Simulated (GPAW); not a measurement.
# KI (Fm-3m): G0W0 with GPAW, start to end, part 2 of 2

Wanted: ground state, empty states, screening and self-energy for KI (Fm-3m).

GPAW 26.7.0; PBE and many-body steps on it, plane waves. Known limits of the many-body steps: not at the basis limit; no spin-orbit coupling.

So far. Step 3 (Bands along the symmetry lines): The gap is 3.977 eV, as in the run before at this level. Step 4 (Empty states on the mesh, 4×4×4 mesh, 473 bands): On this mesh the gap is 3.977 eV.

## Step 5: Screening and self-energy, 4×4×4 mesh, 463 bands, screening to 175 eV

Now the one-shot GW correction: screening in the RPA, then the self-energy of the levels asked for.

This step: G0W0 on PBE, plane waves, PAW.

Contents of run.py:

```python
import json
import numpy as np
from gpaw.mpi import world
from gpaw.response.g0w0 import G0W0

gw = G0W0('full.gpw',
    filename='gw',
    kpts=[0],
    bands=(6, 10),
    ecut=175,
    nbands=463,
    integrate_gamma='WS',
    ppa=True)
gw.calculate()
res = {mode: {k: v for k, v in r.items() if k != 'sigma_eskwn'}
       for mode, r in gw.all_results.items()}

if world.rank == 0:
    with open('result.json', 'w') as f:
        json.dump(res, f, default=lambda x: x.tolist())
```

Launch:

```sh
$ mpirun -n 4 gpaw python run.py
```

Numbers of over 12 decimals in the logs are rounded to 6 here.

Output:

```text
Using integrator: PointIntegrator
FrequencyGridDescriptor(from 0.000+0.000j to 0.000+27.211j eV, 2 points)
Nonperiodic BCs:  [False False False]
Using integrator: PointIntegrator
FrequencyGridDescriptor(from 0.000+0.000j to 0.000+27.211j eV, 2 points)
Nonperiodic BCs:  [False False False]
  ___  _ _ _
 |   || | | |
 | | || | | |
 |__ ||_____|
 |___|

BZ k-points: Symmetries present (total): 48

  [... matrices ...]
64 k-points: 4 x 4 x 4 Monkhorst-Pack grid + [1/8,1/8,1/8]
8 k-points in the irreducible part of the Brillouin zone
       k-points in crystal coordinates                weights
   0:     0.00000000    0.00000000    0.00000000          1/64
   1:     0.25000000    0.25000000    0.00000000          6/64
   2:     0.25000000    0.25000000    0.25000000          8/64
   3:     0.50000000    0.25000000   -0.25000000          6/64
   4:     0.50000000    0.25000000    0.25000000         12/64
   5:     0.50000000    0.50000000    0.00000000          3/64
   6:     0.50000000    0.50000000    0.25000000         24/64
   7:     0.50000000    0.50000000    0.50000000          4/64

Distributing spins, k-points and bands (1 x 1 x 4) over 4 processes
Number of blocks: 1

Quasi particle states:
k-points (IBZ indices): [0]
Band range: (6, 10)
  [... matrices ...]
Computational parameters:
Plane wave cut-off: 175 eV
Number of bands: 463
Coulomb cutoff: None
Broadening: 0.1 eV

fxc modes: GW
Kernel: RPA
Using Godby-Needs plasmon-pole approximation:
  Fitting energy: i*E0, E0 = 1.000 Hartree
Summing all q:

Calculating screened Coulomb potential
No Coulomb truncation
FrequencyGridDescriptor(from 0.000+0.000j to 0.000+27.211j eV, 2 points)
Removing empty qpoint cache files...

Calculating chi0 body with:
    Ground state adapter containing:
    Number of spins: 1
    Number of kpoints: 64
    Number of irreducible kpoints: 8
    Number of completely occupied states: 8
    Number of partially occupied states: 8
    Occupied states memory: 1.907349 M / cpu

    Linear response parametrization:
    q_c: [0.0, 0.0, 0.0]
    Number of frequency points: 2
    Planewave cutoff: 175.0
    Number of bands: 463
    Number of planewaves: 459
    Broadening (eta): 1e-06
    comm.size: 4
    kncomm.size: 4
    blockcomm.size: 1

    Memory estimate of potentially large arrays:
        chi0_wGG: 6.429474 M / cpu
Integrating chi0 body.

Symmetries of q_c:
    Direct symmetries (Uq -> q): 48
    Indirect symmetries (TUq -> q): 0
In total 48 allowed symmetries.

  [... matrices ...]
8 groups of equivalent kpoints. 87.5% reduction.

Integral kind: response function
Integrating chi0 head and wings.

Symmetries of q_c:
    Direct symmetries (Uq -> q): 48
    Indirect symmetries (TUq -> q): 0
In total 48 allowed symmetries.

  [... matrices ...]
8 groups of equivalent kpoints. 87.5% reduction.

Integral kind: response function wings

Calculating chi0 body with:
    Ground state adapter containing:
    Number of spins: 1
    Number of kpoints: 64
    Number of irreducible kpoints: 8
    Number of completely occupied states: 8
    Number of partially occupied states: 8
    Occupied states memory: 1.907349 M / cpu

    Linear response parametrization:
[... the further q-points ...]

Results:
f:      Occupation numbers
eps:     KS-eigenvalues [eV]
vxc:     KS vxc [eV]
exx:     Exact exchange [eV]
sigma:   Self-energies [eV]
dsigma:  Self-energy derivatives
Z:       Renormalization factors
qp:      QP-energies [eV]

k-point 0 (0): (0.000, 0.000, 0.000)                GW
band       f     eps     vxc     exx   sigma  dsigma       Z      qp
                                                                   GW
   6   1.000   0.472 -14.167 -17.271   1.048  -0.219   0.821  -1.216
   7   1.000   0.472 -14.167 -17.271   1.048  -0.219   0.821  -1.216
   8   0.000   4.449  -7.838  -4.348  -2.939  -0.163   0.860   4.923
   9   0.000   6.979  -8.262  -3.910  -3.159  -0.172   0.853   7.997
```

Elapsed: 3.6 min, on 4 MPI ranks of Intel Xeon 6975P-C (Granite Rapids), shared host; peak memory 1.8 GiB.

Numbers from this step:

| Property | Result |
| --- | --- |
| G0W0 gap on the points computed | 6.139 eV |
| least direct G0W0 gap on the computed points | 6.139 eV |
| Z at the valence top | 0.8206 |
| Z at the conduction bottom | 0.8602 |
| starting gap on the mesh | 3.977 eV |
| k of the valence top | 0, 0, 0 |
| k of the conduction bottom | 0, 0, 0 |

The gap on the mesh goes from 3.98 eV to 6.14 eV, a correction of +2.16 eV.

Limits: finite bands, cutoff and mesh; no spin-orbit coupling. v1 is the top filled band, c1 the lowest empty one. The levels before and after the correction (eV, zero at the valence-band top of each column):

|  | conduction bottom | valence top |
| --- | --- | --- |
| Kohn-Sham | 3.98 | 0.00 |
| G0W0 | 6.14 | 0.00 |

|  | level | energy (eV) |
| --- | --- | --- |
| Kohn-Sham | Γ v2-v1 | 0.000 |
| Kohn-Sham | Γ c1 | 3.977 |
| Kohn-Sham | Γ c2 | 6.507 |
| G0W0 | Γ v2-v1 | 0.000 |
| G0W0 | Γ c1 | 6.139 |
| G0W0 | Γ c2 | 9.213 |

## Step 6: Where the time went

Times are wall times on 4 MPI ranks of Intel Xeon 6975P-C (Granite Rapids), shared host, good to a factor of about two.

| step | time | share | memory (GiB) |
| --- | --- | --- | --- |
| ground state | 5.5 s | 2 % | 0.67 |
| bands along the symmetry lines | 7.4 s | 3 % | 0.72 |
| empty states on the mesh | 15 s | 6 % | 1.8 |
| screening and self-energy | 3.6 min | 89 % | 1.8 |

## Step 7: What came out

```
PBE gap              : 3.98 eV, direct
G0W0 gap on the mesh : 6.14 eV
GW settings          : 4×4×4 mesh, 463 bands, screening to 175 eV, Godby-Needs plasmon pole
known limits         : not at the basis limit; no spin-orbit coupling
```

What this shows: G0W0 moves the gap on the mesh from 3.98 eV to 6.14 eV (+2.16 eV), with Z of 0.82 and 0.86 at the edges. Only 1 of the mesh's irreducible points was corrected, so a valley elsewhere could overtake. The dearest step here is «screening and self-energy». Bands and cutoff are finite, so the gap is not at the basis limit. The miss can reach some tenths of an eV and take either sign; the mesh is an error of its own. These stock PAW sets were not made for GW; the filled d or f shell of I lies in the frozen core, which bears on start and correction. In the G0W0 run levels were corrected at 1 k point alone, so a gap called «on the mesh» is the least over those, and an edge elsewhere would be missed. The many-body steps are scalar-relativistic: spin-orbit coupling is not in them.

[Paths, hosts, dates, memory and timing lines, banners, echoed tables and standing remarks are left out of the program output.]

[Logs are printed without paths, hosts, clocks, repeated set-up lines and the standing remarks that a program may print on its own settings, such as how far it seeks lower states.]

[Runs of the session that timed out or met a known fault of the program may be left out.]

[Hosts, paths, dates, database ids (printed as entryN), source tags and the programs' standing remarks are cut or masked in the printed files.]
